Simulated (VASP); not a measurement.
# Ba: relaxation of cell and atoms with PBEsol

Ba:

```
CELL_PARAMETERS angstrom
-2.51250 2.51250 2.51250
2.51250 -2.51250 2.51250
2.51250 2.51250 -2.51250
ATOMIC_POSITIONS crystal
Ba 0.00000 0.00000 0.00000
```

```json
{
 "Program": "VASP 6.6.1",
 "Task": "relaxation of cell and atoms",
 "Functional": "PBEsol",
 "Potentials or basis": "VASP PAW PBE potentials, release 64 (Ba_sv)",
 "Cutoff": "600 eV",
 "k mesh": "12 × 12 × 12",
 "Occupations": "gaussian, width 0.1 eV",
 "Spin": "no spin polarisation",
 "Further INCAR settings": "ALGO = Fast; EDIFF = 1e-07; IBRION = 2; EDIFFG = -0.005; NSW = 90; ISIF = 3"
}
```

The relaxed volume is 58.58 Å³/atom. The relaxed cell is a = 4.238 Å, b = 4.238 Å, c = 4.238 Å, α = 109.47°, β = 109.47°, γ = 109.47°, the space group after relaxing (to 0.05 Å) is Im-3m (No. 229) and the energy gained by relaxing is 10.7 meV/atom. The ionic steps are 11. The pressure after relaxing is 0.0 GPa. The band gap on the k mesh is none (metal or under the smearing width).

Step by step:
| step | energy change (eV) | largest force (eV/Å) | pressure (GPa) | volume (Å³) |
| --- | --- | --- | --- | --- |
| 1 | 0.0000 | 0.0000 | -0.66 | 63.44 |
| 2 | -0.0077 | 0.0000 | -0.37 | 61.07 |
| 3 | -0.0107 | 0.0000 | -0.04 | 58.74 |
| 4 | -0.0107 | 0.0000 | 0.03 | 58.46 |
| 5 | -0.0107 | 0.0000 | -0.03 | 58.59 |
| 6 | -0.0107 | 0.0000 | -0.02 | 58.59 |
| 7 | -0.0107 | 0.0000 | -0.01 | 58.58 |
| 8 | -0.0107 | 0.0000 | -0.01 | 58.58 |
| 9 | -0.0107 | 0.0000 | -0.02 | 58.58 |
| 10 | -0.0107 | 0.0000 | -0.02 | 58.58 |
| 11 | -0.0107 | 0.0000 | -0.01 | 58.58 |

Final structure:
```xyz
1
Lattice="-2.4465 2.4465 2.4465 2.4465 -2.4465 2.4465 2.4465 2.4465 -2.4465" Properties=species:S:1:pos:R:3 pbc="T T T"
Ba    0.0000    0.0000    0.0000
```

Levels at points of the mesh, in eV from the Fermi level:
```tsv
k point	band 2	band 3	band 4	band 5	band 6	band 7	band 8	band 9
(0.00, 0.00, 0.00)	-13.62	-13.62	-13.62	-2.80	1.89	1.89	1.89	3.43
(0.50, 0.00, 0.00)	-14.21	-13.81	-13.62	-0.95	0.66	1.50	3.42	4.04
(0.50, 0.50, 0.50)	-14.02	-14.02	-14.02	-0.64	-0.64	4.71	4.71	4.71
```

Wall time 2.8 min on 1 thread of AMD EPYC 9R45 (Zen 5) (shared host), peak memory 0.21 GiB.

Caveat: the PAW data sets were made with another functional, which shifts forces and pressure a little. Spin-orbit coupling is left out, which matters for the levels of Ba.
